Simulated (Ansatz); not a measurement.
The cell is a database entry far from equilibrium at this level of theory, probably a faulty or high-pressure entry; it serves as a test geometry alone.

NaCl: DFT, PBE, PAW with Ansatz's default frozen-core files, scalar-relativistic (Ansatz 0.2.0). What sets it apart from a plain run of this crystal: PAW files, cutoff 300 eV.

```yaml
crystal:
  lattice:
    - [2.86, 0.0, 0.0]
    - [0.0, 2.86, 0.0]
    - [0.0, 0.0, 2.86]
  atoms:
    - { symbol: Na, position: [0.0, 0.0, 0.0] }
    - { symbol: Cl, position: [0.5, 0.5, 0.5] }
kpoints:
  mp_grid: { grid: [8, 8, 8] }
scf:
  occupations: { method: fermi_dirac, width: 0.02 }
hamiltonian:
  xc: pbe
  pseudopotentials: { kind: paw }
output:
  forces: true
  stress: true
  eigenvalues: true
  efg: { contact_densities: true }
basis:
  ecutwfc: 300
```

Output (standing set-up lines are left out):

```
Warning: basis.ecutwfc = 300 eV is below the records' recommended 420 eV, and the density's cutoff is lower with it unless basis.ecutrho_ratio is high enough to keep the records' density cutoff: compare with a run at a higher cutoff
Basis set: ecut = 300 eV, 257 PW (Γ), exchange–correlation on 36×36×36 points (8 copies of the dense FFT grid, shifted against one another)
SCF iter   1: F=—  HF=-2566.934684 eV  |F-HF|=—  |Δ(HF+E_count)|=         —  Δρ=3.36e-3  dr2=5.84e-4  ethr=1.77e-3  ⟨swp⟩=6.7  Hψ=2583  notcnv=0
preconditioner: auto → none  [insulator: Δε(μ)=4.377 eV  Ē_g=23.595 eV  σ=0.020 eV  W_gap=1.00  n_scr=6 (ndim 8)  ℏωp=28.7 eV  f_vac=0.000  D(μ)=0.00/eV (n_scr^D=0)  ε∞_Penn≈2.5]
SCF iter   2: F=—  HF=-2566.933534 eV  |F-HF|=—  |Δ(HF+E_count)|=   1.15e-3  Δρ=1.42e-3  dr2=1.59e-4  ethr=3.65e-6  ⟨swp⟩=2.1  Hψ=1063  notcnv=0
SCF iter   3: F=—  HF=-2566.933465 eV  |F-HF|=—  |Δ(HF+E_count)|=   6.83e-5  Δρ=4.17e-4  dr2=1.89e-5  ethr=9.92e-7  ⟨swp⟩=2.0  Hψ=702  notcnv=0
SCF iter   4: F=—  HF=-2566.933371 eV  |F-HF|=—  |Δ(HF+E_count)|=   9.44e-5  Δρ=1.60e-4  dr2=2.09e-6  ethr=1.18e-7  ⟨swp⟩=2.0  Hψ=519  notcnv=0
iter 5 did not close the SCF: its close was put off for the readings that it lacked (scf_convergence_deferred on its scf_iter line)
SCF iter   5: F=-2566.933373 eV  HF=-2566.933373 eV  |F-HF|=6.20e-8  |Δ(HF+E_count)|=   1.79e-6  Δρ=2.05e-5  dr2=6.96e-8  ethr=1.31e-8  ⟨swp⟩=2.1  Hψ=686  notcnv=0
SCF iter   6: F=-2566.933373 eV  HF=-2566.933373 eV  |F-HF|=1.58e-9  |Δ(HF+E_count)|=   3.42e-8  Δρ=3.73e-6  dr2=2.75e-9  ethr=4.35e-10  ⟨swp⟩=1.9  Hψ=1302  notcnv=0
SCF 1 converged in 6 iterations: F = -2566.933373 eV  dr2 = 2.75e-9
  greatest PAW one-centre occupation: 1.003 electrons in one spin orbital (limit 2), on the Na atom at site 0 (counted from 0), in its partial waves of l = 1
SCF converged after 6 iterations
Free energy (F): -2566.933373 eV
Harris-Foulkes:  -2566.933373 eV  (|F-HF|=1.58e-9)
Internal energy: -2566.933373 eV  (E = F + TS)
E sigma→0 (E₀):  -2566.933373 eV
Fermi energy:    12.509779 eV
--- Per-component energies (eV) ---
  E_band       = -124.417433
  E_kinetic    = 296.402583
  E_local      = -1152.387002  (includes V_loc(G=0)·N_el)
  E_nonlocal   = 145.232304
  E_hartree    = 401.356092
  E_xc         = -151.918527
  E_vxc        = -179.981302  (∫ρ·V_xc dr)
  E_paw        = -922.701602  (= ΣΔE_a)
  E_vpaw       = -36.397374  (= ΣTr[D̂ρ^β])
  E_aug_tail   = 0.000073  (compensation charges beyond the density's cutoff)
  E_ewald      = -1182.917293
  E_smearing   = -0.000000  (= −TS)
  E_closure    = -0.000000  (closes the sum)
  Σ components = -2566.933373   (vs F -2566.933373, Δ=0.00e0)
--- Forces (eV/Å), atoms counted from 1 ---
  atom   1  Na    -0.00000000     0.00000000     0.00000000
  atom   2  Cl     0.00000000    -0.00000000     0.00000000
  max |Σ_I F_I| component: 3.81e-30 eV/Å
--- Stress (GPa, compression-positive) ---
       64.927735       0.000000       0.000000
       -0.000000      64.927735       0.000000
        0.000000       0.000000      64.927735
  P = ⅓ Tr σ = 64.9277 GPa (649.277 kbar)
--- PAW observables at the nuclei: V_zz in 10²¹ V/m², potentials from the cell's mean, atoms counted from 1 ---
  atom   1  Na V_zz =    +0.000000   η = 0.0000   by run symmetry: forbidden
            electrostatic potential = -982.945688 V   contact ρ = 5905.658104 e/Å³
  atom   2  Cl V_zz =    +0.000000   η = 0.0000   by run symmetry: forbidden
            electrostatic potential = -1780.915407 V   contact ρ = 24092.552185 e/Å³
--- Band table (eV; the first three rows and the last of 35) ---
  k-point 0: bands = ["-40.6071", "-12.4489", "-12.4489", "-12.4489", "-6.6284", "9.0614", "9.0614", "9.0614", "16.9171", "16.9171", "17.7632", "27.4090"]
  k-point 1: bands = ["-40.6036", "-12.5193", "-12.4438", "-12.4438", "-6.4263", "7.8975", "9.1259", "9.1259", "17.1570", "17.5775", "18.8804", "26.3439"]
  k-point 2: bands = ["-40.5951", "-12.6768", "-12.4329", "-12.4329", "-5.9009", "5.8133", "9.2887", "9.2887", "17.8441", "18.3148", "21.7923", "24.5666"]
  k-point 34: bands = ["-40.5395", "-12.6328", "-12.6328", "-12.6328", "-3.0427", "5.5459", "5.5459", "5.5459", "16.5891", "16.5891", "16.5891", "27.5025"]
```
